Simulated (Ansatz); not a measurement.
Sc:

```
Sc
1.0
     3.30900    0.00000    0.00000
    -1.65450    2.86568    0.00000
     0.00000    0.00000    5.27330
Sc
2
Direct
  0.66667 0.33333 0.75000
  0.33333 0.66667 0.25000
```

| Property | Result |
| --- | --- |
| Program | Ansatz 0.2.0 |
| Task | relaxation of cell and atoms |
| Functional | revPBE |
| Potentials or basis | Ansatz PAW |
| Cutoff | 420 eV (not typed: the program's choice for these potentials) |
| k mesh | 9 × 9 × 5 |
| Occupations | fermi-dirac, width 0.05 eV |
| Spin | no spin polarisation |

At the start: volume 25.00 Å³/atom.

Q: How do energy, volume and symmetry change on relaxing?

A: It ends after 5 steps and the volume is 25.38 Å³/atom (+1.5 %); space group P6_3/mmc (No. 194, to 0.05 Å).

Step by step:
| step | energy change (eV) | largest force (eV/Å) | volume (Å³) |
| --- | --- | --- | --- |
| 1 | 0.0000 | 0.0000 | 50.00 |
| 2 | -0.0045 | 0.0000 | 50.97 |
| 3 | -0.0047 | 0.0000 | 50.78 |
| 4 | -0.0047 | 0.0000 | 50.75 |
| 5 | -0.0049 | 0.0000 | 50.75 |

Final structure:
```yaml
crystal:
  lattice:
    - [3.34715, 0.00000, 0.00000]
    - [-1.67358, 2.89872, 0.00000]
    - [0.00000, 0.00000, 5.23098]
  atoms:
    - { symbol: Sc, position: [0.66667, 0.33333, 0.75000] }
    - { symbol: Sc, position: [0.33333, 0.66667, 0.25000] }
```

Caveat: the plane-wave basis is chosen anew once the cell has moved, so the energies of steps on either side of that aren't comparable; the PAW data sets come from PBE, with cores solved anew for the run's functional, which leaves a small shift of forces and pressure.
